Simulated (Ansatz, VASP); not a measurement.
# One calculation of AgCl, two programs

```
Ag Cl
1.0
     0.00000    2.91826    3.03050
     2.91826    0.00000    3.03050
     2.91826    2.91826    0.00000
Ag Cl
1 1
Direct
  0.50000 0.50000 0.50000
  0.00000 0.00000 0.00000
```

Change from the starting cell: strain +0.040 along x and y, +0.080 along z, atoms carried along.

Alike in both runs: task single point; functional PBE; k mesh 8 × 8 × 8; occupations gaussian, width 0.05 eV; no spin polarisation.

```csv
,VASP,Ansatz
version,VASP 6.6.1,Ansatz 0.2.0
potentials or method,"VASP PAW PBE potentials, release 64 (Ag, Cl)","scalar-relativistic, plane waves, PAW"
plane-wave cutoff (eV),520,420
valence electrons in the cell,18,26
```

```csv
,VASP,Ansatz,Ansatz less VASP
gap on the k mesh at the Fermi level (eV),0.93,0.94,+0.003
least direct gap on the mesh (eV),2.55,2.55,-0.001
pressure (GPa),-4.4,-4.3,+0.09
largest component of the traceless stress (GPa),0.31,0.30,-0.012
```

The two sets of potentials don't hold the same shells in valence.

A k mesh can miss the band edges.
